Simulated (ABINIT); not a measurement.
Input of an ABINIT 10.8.3 (patched build) run:

The input run.abi:

```
pp_dirpath "./"
pseudos "Si.upf"

acell 3*1.0
rprim
    -4.4812441950     4.4812441950     2.5119475339
     4.4812441950    -4.4812441950     2.5119475339
     4.4812441950     4.4812441950    -2.5119475339
ntypat 1
znucl 14
natom 2
typat 1 1
xred
     0.5000000000     0.5000000000     0.0000000000
     0.2500000000     0.7500000000     0.5000000000

ecut 14.0

kptopt 1
ngkpt 8 8 8
nshiftk 1
shiftk 0.0 0.0 0.0

ixc 7

nband 8
occopt 3
tsmear 0.05 eV

nstep 100
tolvrs 1.0e-10

iomode 3
prtwf 0
prtden 0
prteig 0
prtebands 0
```

Potentials or basis: PseudoDojo NC SR LDA v0.4.1 standard.

Run with:

```sh
$ mpirun --bind-to none -np 4 abinit run.abi > log 2>&1
```

Question: What does it give for the pressure?

Answer: -1.0 GPa.

Question: Estimate the band gap on the k mesh.

Answer: None (metal or under the smearing width).

Stress tensor (GPa, compression positive):
```
-1.46  0.00  0.00
 0.00 -1.46  0.00
 0.00  0.00 -0.06
```
